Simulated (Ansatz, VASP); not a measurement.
**KF: VASP beside Ansatz**

```
CELL_PARAMETERS angstrom
3.25750 0.00000 0.00000
0.00000 3.25750 0.00000
0.00000 0.00000 3.25750
ATOMIC_POSITIONS crystal
K 0.00000 0.00000 0.00000
F 0.50000 0.50000 0.50000
```

The cell comes from a database or a generator and needn't be the stable form of this composition.

Alike in both runs: task single point; functional PBEsol; k mesh 6 × 6 × 6; occupations gaussian, width 0.05 eV; no spin polarisation.

|  | VASP | Ansatz |
| --- | --- | --- |
| version | VASP 6.6.1 | Ansatz 0.2.0 |
| potentials or method | VASP PAW PBE potentials, release 64 (K_sv, F) | scalar-relativistic, plane waves, PAW |
| plane-wave cutoff (eV) | 520 | 420 |
| valence electrons in the cell | 16 | 16 |

VASP gave:

* gap on the k mesh at the Fermi level (eV): 6.10
* least direct gap on the mesh (eV): 6.16
* pressure (GPa): -2.4

Q: What did Ansatz give for the same quantities?

A: gap on the k mesh at the Fermi level (eV): 6.12; least direct gap on the mesh (eV): 6.17; pressure (GPa): -2.4.

Caveats: the PAW data sets were made with another functional, which shifts forces and pressure a little (VASP). A k mesh can miss the band edges.
